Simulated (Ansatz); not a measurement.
# Ionic part of the dielectric constant of NaF, mode by mode

Computed with Ansatz, DFT PBE, scalar-relativistic, plane waves, PAW. Settings: 420 eV plane-wave cutoff, Γ-centred 4×4×4 mesh, fixed occupations. No spin polarisation. Phonons by linear response, acoustic sum rule imposed.

Space group Pm-3n (No. 223), cubic, a = 6.311 Å. Na has 4 F at 2.23 Å; F is surrounded by 4 Na at 2.23 Å.

The structure comes from a generated guess, relaxed at this level; another structure or a mixture of phases may lie lower.

The primitive cell has V = 251.39 Å³ and ε∞,zz = 1.549. Each polar mode adds Δε = (4.92064×10⁷/V)·S/ν² along z, with S its oscillator strength in e²/amu, ν in cm⁻¹ and V in Å³.

Problem. From these modes, find each Δε and ε0,zz.
| ν (cm⁻¹) | S_zz (e²/amu) |
| --- | --- |
| 93.81 | 0.02267 |
| 278.76 | 0.1321 |
| 291.24 | 0.3622 |

Solution.
| ν (cm⁻¹) | Δε |
| --- | --- |
| 93.81 | 0.50 |
| 278.76 | 0.33 |
| 291.24 | 0.84 |

The sum is 1.67, so ε0,zz = 3.22; the run's tensor has 3.22.

Problem. Where do the longitudinal modes lie for a wave vector along z?

Solution. At 101.68, 281.89, 383.22 cm⁻¹. The Lyddane–Sachs–Teller product Π(ν_LO/ν_TO)² = 2.08 agrees with ε0/ε∞ = 2.08.
